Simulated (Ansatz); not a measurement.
Runs of Ansatz 0.2.0 on TiO2. Symmetry: P3_121, No. 152, trigonal system. The conventional cell has a = 5.582 Å, b = 5.582 Å, c = 6.082 Å, α = 90.00°, β = 90.00°, γ = 120.00°. Ti (site symmetry 2) is surrounded by 4 O at 1.81 to 1.82 Å. O (site symmetry 1) has 2 Ti at 1.81 to 1.82 Å as nearest neighbours. Measurements of this composition are mostly on another form, of space group No. 141.

| task | level | U | cell | k mesh | cutoff (eV) | points for each segment of the path | hubbard projectors | double counting | gap on the mesh (eV) | pressure (GPa) | relaxed volume (Å³/atom) | largest force (eV/Å) |
| --- | --- | --- | --- | --- | --- | --- | --- | --- | --- | --- | --- | --- |
| relaxation of cell and atoms | r2SCAN+D3(BJ) | - | relaxed | 6 × 6 × 5 | 500 | - | - | - | (d) | 0.0 | 16.70 | - |
| band structure | PBEsol+U | Ti d U = 6 eV | as given | 6 × 6 × 5 | 420 | 10 | ortho-atomic (the default) | fll (the default) | 4.25 | 1.9 | - | (c) |
| relaxation of cell and atoms | PBE+D3(BJ) | - | relaxed | 6 × 6 × 5 | 420 | - | - | - | (b) | 0.0 | 17.21 | - |
| single point | PBE | - | as given | 6 × 6 × 5 | 300 | - | - | - | 3.61 | 0.4 | - | (a) |
| single point | PBE | - | as given | 10 × 10 × 8 | 420 | - | - | - | 3.57 | 1.4 | - | 0.05 |

Alike in all rows: potentials or basis Ansatz PAW; no spin polarisation; smearing fermi-dirac 0.05 eV.

Estimate the missing entries.

(a) 0.04; (b) 3.65; (c) 0.09; (d) 4.14.

Caveats: odd divisions of the mesh miss points on the zone boundary, where band edges often lie, so the gap on the mesh can be too wide (some runs); the plane-wave basis is chosen anew once the cell has moved, so the energies of steps on either side of that aren't comparable (some runs); the PAW data sets come from PBE, with cores solved anew for the run's functional, which leaves a small shift of forces and pressure (some runs); the dispersion damping was fitted for another functional or another form of the correction (some runs); the pressure holds a Pulay correction of +18.3 GPa for the finite cutoff (some runs); the cutoff lies under the one recommended for these potentials (some runs).

A k mesh can miss the band edges.
